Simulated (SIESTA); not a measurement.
The system is Sn.

```
Sn
1.0
    -2.94014    2.94014    1.59930
     2.94014   -2.94014    1.59930
     2.94014    2.94014   -1.59930
Sn
2
Direct
  0.00000 0.00000 0.00000
  0.75000 0.25000 0.50000
```

Base run:

- Program: SIESTA 5.4.2
- Functional: LDA
- Potentials or basis: PseudoDojo 0.4 standard (LDA files)
- Basis: DZP (energy shift 0.003 Ry; two zetas on semicore shells)
- Grid cutoff: 500 Ry
- Energy shift: 0.003 Ry
- k mesh: 9 × 9 × 9
- Occupations: fermi-dirac, width 0.05 eV
- Spin: no spin polarisation

Its results: band gap on the k mesh none (metal or under the smearing width); pressure -2.1 GPa.

Task: The run is repeated on the same cell with these changes: functional from LDA to PBE; potentials or basis from PseudoDojo 0.4 standard (LDA files) to PseudoDojo 0.4 standard (PBE files). What comes out?

Result: Band gap on the k mesh none (metal or under the smearing width); pressure 2.2 GPa.

Caveats: spin-orbit coupling is left out, which moves the levels of the heavy elements; the basis of atomic orbitals isn't converged, which shifts pressures, moduli and gaps.
